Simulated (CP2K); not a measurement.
# AlN (F-43m) in CP2K: further runs

The runs below take AlN through single point, equation of state, with LDA.

All numbers are computed with CP2K 2026.2; they aren't measurements. Logs are shortened: lines on timing, memory, paths and dates and some standing lists are left out, and cuts for length are marked.

## (1) Starting point

It takes space group F-43m (No. 216, cubic). The conventional cell has a = 4.368 Å, b = 4.368 Å, c = 4.368 Å, α = 90.00°, β = 90.00°, γ = 90.00°. Al (site symmetry -43m) is surrounded by 4 N at 1.89 Å. N (site symmetry -43m) has 4 Al at 1.89 Å as nearest neighbours.

Measurements of this composition are mostly on another form, of space group No. 186.

## (2) Single point, LDA, 10.42 Å³/atom

File aln_eos.inp:

```
&GLOBAL
  PROJECT aln_eos
  RUN_TYPE ENERGY_FORCE
  PRINT_LEVEL LOW
&END GLOBAL
&FORCE_EVAL
  METHOD QS
  STRESS_TENSOR ANALYTICAL
  &DFT
    BASIS_SET_FILE_NAME BASIS_MOLOPT_UZH
    POTENTIAL_FILE_NAME GTH_POTENTIALS
    &MGRID
      CUTOFF 450
      REL_CUTOFF 60
      NGRIDS 5
    &END MGRID
    &QS
      METHOD GPW
      EPS_DEFAULT 1.0E-9
    &END QS
    &KPOINTS
      SCHEME MONKHORST-PACK 10 10 10
      GAMMA_CENTERED T
      SYMMETRY T
      SYMMETRY_BACKEND SPGLIB
    &END KPOINTS
    &SCF
      SCF_GUESS ATOMIC
      EPS_SCF 1.0E-6
      MAX_SCF 100
      ADDED_MOS 10
      CHOLESKY OFF
      EPS_EIGVAL 1.0E-7
      &DIAGONALIZATION ON
        ALGORITHM STANDARD
      &END DIAGONALIZATION
      &MIXING ON
        METHOD BROYDEN_MIXING
        ALPHA 0.4
        BETA 1.5
        NBUFFER 8
      &END MIXING
      &SMEAR ON
        METHOD FERMI_DIRAC
        ELECTRONIC_TEMPERATURE [K] 116.045
      &END SMEAR
    &END SCF
    &XC
      &XC_FUNCTIONAL
        &LDA_X
        &END LDA_X
        &LDA_C_PW
        &END LDA_C_PW
      &END XC_FUNCTIONAL
    &END XC
    &PRINT
      &KPOINTS ON
      &END KPOINTS
      &MULLIKEN ON
      &END MULLIKEN
      &MO ON
        ENERGIES T
        OCCUPATION_NUMBERS T
        &EACH
          QS_SCF 0
        &END EACH
        ADD_LAST NUMERIC
      &END MO
    &END PRINT
  &END DFT
  &SUBSYS
    &CELL
      ABC 3.0886333121 3.0886333122 3.0886333122
      ALPHA_BETA_GAMMA 59.9999999996 59.9999999995 59.9999999996
      PERIODIC XYZ
    &END CELL
    &COORD
      Al  0.0000000000 0.0000000000 0.0000000000
      N   1.5443166561 0.8916116371 0.6304646348
    &END COORD
    &KIND Al
      BASIS_SET TZVP-MOLOPT-PBE-GTH-q3
      POTENTIAL GTH-PADE-q3
    &END KIND
    &KIND N
      BASIS_SET TZVP-MOLOPT-PBE-GTH-q5
      POTENTIAL GTH-PADE-q5
    &END KIND
    &PRINT
      &ATOMIC_COORDINATES ON
      &END ATOMIC_COORDINATES
      &CELL ON
      &END CELL
    &END PRINT
  &END SUBSYS
  &PRINT
    &FORCES ON
    &END FORCES
    &STRESS_TENSOR ON
    &END STRESS_TENSOR
  &END PRINT
&END FORCE_EVAL
```

Potentials or basis: GTH_POTENTIALS Al GTH-PADE-q3, N GTH-PADE-q5; TZVP-MOLOPT-PBE-GTH basis.

Command:

```
$ OMP_NUM_THREADS=1 cp2k.psmp -i aln_eos.inp -o aln_eos.out
```

aln_eos.out:

```text

 CP2K| version string:                                       CP2K version 2026.2
 CP2K| Input file name                                               aln_eos.inp

 GLOBAL| Force Environment number                                              1
 GLOBAL| Basis set file name                                    BASIS_MOLOPT_UZH
 GLOBAL| Potential file name                                      GTH_POTENTIALS
 GLOBAL| MM Potential file name                                     MM_POTENTIAL
 GLOBAL| Coordinate file name                                      __STD_INPUT__
 GLOBAL| Method name                                                        CP2K
 GLOBAL| Project name                                                    aln_eos
 GLOBAL| Run type                                                   ENERGY_FORCE
 GLOBAL| FFT library                                                       FFTW3
[... 5 lines left out ...]
 GLOBAL| Global print level                                                  LOW
 GLOBAL| Total number of message passing processes                             1
 GLOBAL| Number of threads for this process                                    1
 GLOBAL| CPU model name                                                  UNKNOWN

 CELL| Volume [angstrom^3]:                                            20.834547
 CELL| Vector a [angstrom]:       3.089     0.000     0.000   |a| =     3.088633
 CELL| Vector b [angstrom]:       1.544     2.675     0.000   |b| =     3.088633
 CELL| Vector c [angstrom]:       1.544     0.892     2.522   |c| =     3.088633
 CELL| Angle (b,c), alpha [degree]:                                    60.000000
 CELL| Angle (a,c), beta  [degree]:                                    60.000000
 CELL| Angle (a,b), gamma [degree]:                                    60.000000
 CELL| Numerically orthorhombic:                                              NO
 CELL| Periodicity                                                           XYZ

 CELL_REF| Volume [angstrom^3]:                                        20.834547
 CELL_REF| Vector a [angstrom     3.089     0.000     0.000   |a| =     3.088633
 CELL_REF| Vector b [angstrom     1.544     2.675     0.000   |b| =     3.088633
 CELL_REF| Vector c [angstrom     1.544     0.892     2.522   |c| =     3.088633
 CELL_REF| Angle (b,c), alpha [degree]:                                60.000000
 CELL_REF| Angle (a,c), beta  [degree]:                                60.000000
 CELL_REF| Angle (a,b), gamma [degree]:                                60.000000
 CELL_REF| Numerically orthorhombic:                                          NO
 CELL_REF| Periodicity                                                       XYZ
[... 9 lines left out ...]
 TOTAL NUMBERS AND MAXIMUM NUMBERS

  Total number of            - Atomic kinds:                                   2
                             - Atoms:                                          2
                             - Shell sets:                                     2
                             - Shells:                                        14
                             - Primitive Cartesian functions:                  9
                             - Cartesian basis functions:                     36
                             - Spherical basis functions:                     34

  Maximum angular momentum of- Orbital basis functions:                        2
                             - Local part of the GTH pseudopotential:          2
                             - Non-local part of the GTH pseudopotential:      2

 MODULE QUICKSTEP: ATOMIC COORDINATES IN ANGSTROM

   Atom Kind Element         X             Y             Z       Z(eff)     Mass
      1    1 Al   13      0.000000      0.000000      0.000000   3.0000  26.9815
      2    2 N     7      1.544317      0.891612      0.630465   5.0000  14.0067

 SCF PARAMETERS         Density guess:                                    ATOMIC
                        --------------------------------------------------------
                        max_scf:                                             100
                        max_scf_history:                                       0
                        max_diis:                                              4
[... 5 lines left out ...]
                        --------------------------------------------------------
                        level_shift [a.u.]:                             0.000000
                        added MOs                                        10    0
                        --------------------------------------------------------
                        Mixing method:                            BROYDEN_MIXING
                                                charge density mixing in g-space
                        --------------------------------------------------------
[... 32 lines left out ...]
     6 Broy./Diag. 0.40E+00    3.0     0.00084560       -12.1644626221 -1.75E-02
     7 Broy./Diag. 0.40E+00    3.0     0.00027602       -12.1657079897 -1.25E-03
     8 Broy./Diag. 0.40E+00    2.9     0.00031443       -12.1654543182  2.54E-04
     9 Broy./Diag. 0.40E+00    2.9     0.00002547       -12.1659930890 -5.39E-04
    10 Broy./Diag. 0.40E+00    2.9     0.00000644       -12.1659839050  9.18E-06
    11 Broy./Diag. 0.40E+00    2.9     0.00000222       -12.1659851022 -1.20E-06
    12 Broy./Diag. 0.40E+00    3.0     0.00000072       -12.1659890088 -3.91E-06

  *** SCF run converged in    12 steps ***

  Electronic density on regular grids:         -7.9999999958        0.0000000042
  Core density on regular grids:                7.9999999904       -0.0000000096
  Total charge density on r-space grids:       -0.0000000053
  Total charge density g-space grids:          -0.0000000053

  Overlap energy of the core charge distribution:               0.00000000039581
  Self energy of the core charge distribution:                -30.02943499016358
  Core Hamiltonian energy:                                      8.55642502847395
  Hartree energy:                                              12.72188957654795
  Exchange-correlation energy:                                 -3.41486862404515
  Electronic entropic energy:                                  -0.00000000000000
  Fermi energy:                                                 0.27541369470723

  Total energy:                                               -12.16598900879103
  Total energy (extrapolated to T->0):                        -12.16598900879103

 MO| EIGENVALUES AND OCCUPATION NUMBERS FOR K POINT 1
 MO|
 MO|  Index      Eigenvalue [a.u.]        Eigenvalue [eV]             Occupation
 MO|      1              -0.279774              -7.613028               2.000000
 MO|      2               0.000023               0.000630               2.000000
 MO|      3               0.183621               4.996573               2.000000
 MO|      4               0.183621               4.996577               2.000000
 MO|      5               0.463917              12.623825               0.000000
 MO|      6               0.570854              15.533731               0.000000
 MO|      7               0.617631              16.806584               0.000000
 MO|      8               0.617642              16.806900               0.000000
 MO|      9               0.891637              24.262666               0.000000
 MO|     10               0.920008              25.034678               0.000000
 MO|     11               0.920011              25.034762               0.000000
 MO|     12               1.150664              31.311171               0.000000
 MO|     13               1.150674              31.311443               0.000000
[... 263 lines left out ...]
 MO|      4               0.131203               3.570213               2.000000
 MO|      5               0.370363              10.078093               0.000000
 MO|      6               0.545138              14.833948               0.000000
 MO|      7               0.660528              17.973876               0.000000
 MO|      8               0.731618              19.908337               0.000000
 MO|      9               0.771126              20.983413               0.000000
 MO|     10               1.016158              27.651068               0.000000
 MO|     11               1.099050              29.906676               0.000000
 MO|     12               1.190956              32.407555               0.000000
 MO|     13               1.196623              32.561770               0.000000
 MO|     14               1.360636              37.024788               0.000000
 MO| Sum:                                                               8.000000
 MO| E(Fermi):            0.275414 a.u.          7.494388 eV
 MO| Band gap:            0.239160 a.u.          6.507881 eV

 [... the levels of further k-points ...]

 !-----------------------------------------------------------------------------!
                     Mulliken Population Analysis

 #  Atom  Element  Kind  Atomic population                           Net charge
       1     Al       1          1.583126                              1.416874
       2     N        2          6.416874                             -1.416874
 # Total charge                              8.000000                 -0.000000

 !-----------------------------------------------------------------------------!

 ENERGY| Total FORCE_EVAL ( QS ) energy [hartree]            -12.165979751571935

 FORCES| Atomic forces [hartree/bohr]
 FORCES|   Atom     x               y               z               |f|
 FORCES|      1 -1.20343799E-08  1.04112513E-07 -1.15371243E-08   1.05438830E-07
 FORCES|      2  1.18069195E-08 -1.04166213E-07  1.14594463E-08   1.05457680E-07
 FORCES| Sum    -2.27460372E-10 -5.37008810E-11 -7.76780300E-11
 FORCES| Total atomic force                                       2.46284149E-10

 STRESS| Analytical stress tensor [bar]
 STRESS|                        x                   y                   z
 STRESS|      x       -4.93190413863E+04  -2.63014519358E-01   2.50209792027E-01
 STRESS|      y       -2.63014519358E-01  -4.93181310661E+04  -8.15873438779E-01
 STRESS|      z        2.50209792027E-01  -8.15873438779E-01  -4.93191907398E+04
 STRESS| 1/3 Trace                                            -4.93187877307E+04
 STRESS| Determinant                                          -1.19960199331E+14

 STRESS| Eigenvectors and eigenvalues of the analytical stress tensor [bar]
 STRESS|                        1                   2                   3
 STRESS| Eigenvalues  -4.93196500385E+04  -4.93191107206E+04  -4.93176024330E+04
 STRESS|      x          -0.170261177721      0.956387308916     -0.237348787031
 STRESS|      y           0.443233459592      0.289452979496      0.848387336633
 STRESS|      z           0.880088195387      0.039246503093     -0.473185460824
```

It took 42 s on 1 thread of Arm Neoverse V1, shared host; peak memory 0.23 GiB.

What came out:

- Free energy: -331.0531 eV
- Pressure: -4.9 GPa
- Band gap on the k mesh: 3.25 eV, indirect (least direct gap 4.24 eV)
- Mulliken charges: Al +1.42; N -1.42 e

Caveat: Mulliken charges move with the basis; the basis of atomic orbitals isn't converged, which shifts pressures, moduli and gaps.

## (3) Single point, LDA, 10.21 Å³/atom (volume scaled by 0.98)

Edit aln_eos.inp of step 2 so:

```diff
@@ -11,2 +11,3 @@
     POTENTIAL_FILE_NAME GTH_POTENTIALS
+    WFN_RESTART_FILE_NAME previous-RESTART.kp
     &MGRID
@@ -27,3 +28,3 @@
     &SCF
-      SCF_GUESS ATOMIC
+      SCF_GUESS RESTART
       EPS_SCF 1.0E-6
@@ -72,4 +73,4 @@
     &CELL
-      ABC 3.0886333121 3.0886333122 3.0886333122
-      ALPHA_BETA_GAMMA 59.9999999996 59.9999999995 59.9999999996
+      ABC 3.0679036049 3.0679036049 3.0679036049
+      ALPHA_BETA_GAMMA 59.9999999988 59.9999999991 59.9999999991
       PERIODIC XYZ
@@ -78,3 +79,3 @@
       Al  0.0000000000 0.0000000000 0.0000000000
-      N   1.5443166561 0.8916116371 0.6304646348
+      N   1.5339518025 0.8856274861 0.6262332010
     &END COORD
```

Potentials or basis: GTH_POTENTIALS Al GTH-PADE-q3, N GTH-PADE-q5; TZVP-MOLOPT-PBE-GTH basis.

Command:

```
$ OMP_NUM_THREADS=1 cp2k.psmp -i aln_eos.inp -o aln_eos.out
```

Run time: 38 s. Hardware: 1 thread of Arm Neoverse V1, shared host; peak memory 0.23 GiB.

The run converged. Its results:

```yaml
Free_energy: -331.0610 eV
Pressure: -1.0 GPa
Band_gap_on_the_k_mesh: 3.26 eV, indirect (least direct gap 4.42 eV)
Mulliken_charges: Al +1.42; N -1.42 e
```

Caveat: Mulliken charges move with the basis; the basis of atomic orbitals isn't converged, which shifts pressures, moduli and gaps.

## (4) Single point, LDA, 10.63 Å³/atom (volume scaled by 1.02)

Edit aln_eos.inp of step 3 so:

```diff
@@ -73,4 +73,4 @@
     &CELL
-      ABC 3.0679036049 3.0679036049 3.0679036049
-      ALPHA_BETA_GAMMA 59.9999999988 59.9999999991 59.9999999991
+      ABC 3.1090884335 3.1090884335 3.1090884336
+      ALPHA_BETA_GAMMA 59.9999999999 59.9999999996 59.9999999990
       PERIODIC XYZ
@@ -79,3 +79,3 @@
       Al  0.0000000000 0.0000000000 0.0000000000
-      N   1.5339518025 0.8856274861 0.6262332010
+      N   1.5545442168 0.8975165220 0.6346400189
     &END COORD
```

Command:

```
$ OMP_NUM_THREADS=1 cp2k.psmp -i aln_eos.inp -o aln_eos.out
```

It took 36 s on 1 thread of Arm Neoverse V1, shared host; peak memory 0.23 GiB.

The run converged. Its results:

```yaml
Free_energy: -331.0357 eV
Pressure: -8.5 GPa
Band_gap_on_the_k_mesh: 3.24 eV, indirect (least direct gap 4.06 eV)
Mulliken_charges: Al +1.41; N -1.41 e
```

Caveat: Mulliken charges move with the basis; the basis of atomic orbitals isn't converged, which shifts pressures, moduli and gaps.

## (5) Single point, LDA, 10.00 Å³/atom (volume scaled by 0.96)

Edit aln_eos.inp of step 4 so:

```diff
@@ -73,4 +73,4 @@
     &CELL
-      ABC 3.1090884335 3.1090884335 3.1090884336
-      ALPHA_BETA_GAMMA 59.9999999999 59.9999999996 59.9999999990
+      ABC 3.0468899070 3.0468899070 3.0468899071
+      ALPHA_BETA_GAMMA 60.0000000006 60.0000000006 60.0000000000
       PERIODIC XYZ
@@ -79,3 +79,3 @@
       Al  0.0000000000 0.0000000000 0.0000000000
-      N   1.5545442168 0.8975165220 0.6346400189
+      N   1.5234449535 0.8795613540 0.6219437979
     &END COORD
```

Command:

```
$ OMP_NUM_THREADS=1 cp2k.psmp -i aln_eos.inp -o aln_eos.out
```

It took 37 s on 1 thread of Arm Neoverse V1, shared host; peak memory 0.23 GiB.

Results (log left out):

```yaml
Free_energy: -331.0582 eV
Pressure: 3.3 GPa
Band_gap_on_the_k_mesh: 3.27 eV, indirect (least direct gap 4.61 eV)
Mulliken_charges: Al +1.42; N -1.42 e
```

Caveat: Mulliken charges move with the basis; the basis of atomic orbitals isn't converged, which shifts pressures, moduli and gaps.

## (6) Single point, LDA, 10.83 Å³/atom (volume scaled by 1.04)

Edit aln_eos.inp of step 5 so:

```diff
@@ -73,4 +73,4 @@
     &CELL
-      ABC 3.0468899070 3.0468899070 3.0468899071
-      ALPHA_BETA_GAMMA 60.0000000006 60.0000000006 60.0000000000
+      ABC 3.1292778851 3.1292778852 3.1292778852
+      ALPHA_BETA_GAMMA 59.9999999996 59.9999999997 60.0000000001
       PERIODIC XYZ
@@ -79,3 +79,3 @@
       Al  0.0000000000 0.0000000000 0.0000000000
-      N   1.5234449535 0.8795613540 0.6219437979
+      N   1.5646389426 0.9033447147 0.6387611735
     &END COORD
```

Potentials or basis: GTH_POTENTIALS Al GTH-PADE-q3, N GTH-PADE-q5; TZVP-MOLOPT-PBE-GTH basis.

Command:

```
$ OMP_NUM_THREADS=1 cp2k.psmp -i aln_eos.inp -o aln_eos.out
```

Run time: 34 s. Hardware: 1 thread of Arm Neoverse V1, shared host; peak memory 0.23 GiB.

Results (log left out):

| Item | Value |
| --- | --- |
| Free energy | -331.0094 eV |
| Pressure | -11.7 GPa |
| Band gap on the k mesh | 3.23 eV, indirect (least direct gap 3.89 eV) |
| Mulliken charges | Al +1.41; N -1.41 e |

Caveat: Mulliken charges move with the basis; the basis of atomic orbitals isn't converged, which shifts pressures, moduli and gaps.

## (7) Single point, LDA, 9.79 Å³/atom (volume scaled by 0.94)

Edit aln_eos.inp of step 6 so:

```diff
@@ -73,4 +73,4 @@
     &CELL
-      ABC 3.1292778851 3.1292778852 3.1292778852
-      ALPHA_BETA_GAMMA 59.9999999996 59.9999999997 60.0000000001
+      ABC 3.0255822874 3.0255822875 3.0255822875
+      ALPHA_BETA_GAMMA 59.9999999984 59.9999999987 59.9999999990
       PERIODIC XYZ
@@ -79,3 +79,3 @@
       Al  0.0000000000 0.0000000000 0.0000000000
-      N   1.5646389426 0.9033447147 0.6387611735
+      N   1.5127911437 0.8734103741 0.6175943982
     &END COORD
```

Command:

```
$ OMP_NUM_THREADS=1 cp2k.psmp -i aln_eos.inp -o aln_eos.out
```

Run time: 38 s. Hardware: 1 thread of Arm Neoverse V1, shared host; peak memory 0.23 GiB.

Results (log left out):

- Free energy: -331.0436 eV
- Pressure: 8.0 GPa
- Band gap on the k mesh: 3.28 eV, indirect (least direct gap 4.81 eV)
- Mulliken charges: Al +1.42; N -1.42 e

Caveat: Mulliken charges move with the basis; the basis of atomic orbitals isn't converged, which shifts pressures, moduli and gaps.

## (8) Single point, LDA, 11.04 Å³/atom (volume scaled by 1.06)

Edit aln_eos.inp of step 7 so:

```diff
@@ -73,4 +73,4 @@
     &CELL
-      ABC 3.0255822874 3.0255822875 3.0255822875
-      ALPHA_BETA_GAMMA 59.9999999984 59.9999999987 59.9999999990
+      ABC 3.1492101288 3.1492101288 3.1492101288
+      ALPHA_BETA_GAMMA 60.0000000001 60.0000000001 60.0000000000
       PERIODIC XYZ
@@ -79,3 +79,3 @@
       Al  0.0000000000 0.0000000000 0.0000000000
-      N   1.5127911437 0.8734103741 0.6175943982
+      N   1.5746050644 0.9090986578 0.6428298257
     &END COORD
```

Command:

```
$ OMP_NUM_THREADS=1 cp2k.psmp -i aln_eos.inp -o aln_eos.out
```

It took 33 s on 1 thread of Arm Neoverse V1, shared host; peak memory 0.24 GiB.

Results (log left out):

| Property | Result |
| --- | --- |
| Free energy | -330.9751 eV |
| Pressure | -14.6 GPa |
| Band gap on the k mesh | 3.22 eV, indirect (least direct gap 3.73 eV) |
| Mulliken charges | Al +1.41; N -1.41 e |

Caveat: Mulliken charges move with the basis; the basis of atomic orbitals isn't converged, which shifts pressures, moduli and gaps.

## (9) Equation of state, LDA

Potentials or basis: GTH_POTENTIALS Al GTH-PADE-q3, N GTH-PADE-q5; TZVP-MOLOPT-PBE-GTH basis.

This step only gathers the single runs of the series.

What came out:

- Equilibrium volume: 10.16 Å³/atom
- Bulk modulus: 204 GPa
- Pressure derivative of the bulk modulus: 3.7

Energy against volume, from the lowest point:
| volume (Å³/atom) | energy (meV/atom) |
| --- | --- |
| 9.792 | 8.68 |
| 10.001 | 1.41 |
| 10.209 | 0.00 |
| 10.417 | 3.91 |
| 10.626 | 12.65 |
| 10.834 | 25.77 |
| 11.042 | 42.92 |

Caveat: the basis of atomic orbitals isn't converged, which shifts pressures, moduli and gaps.
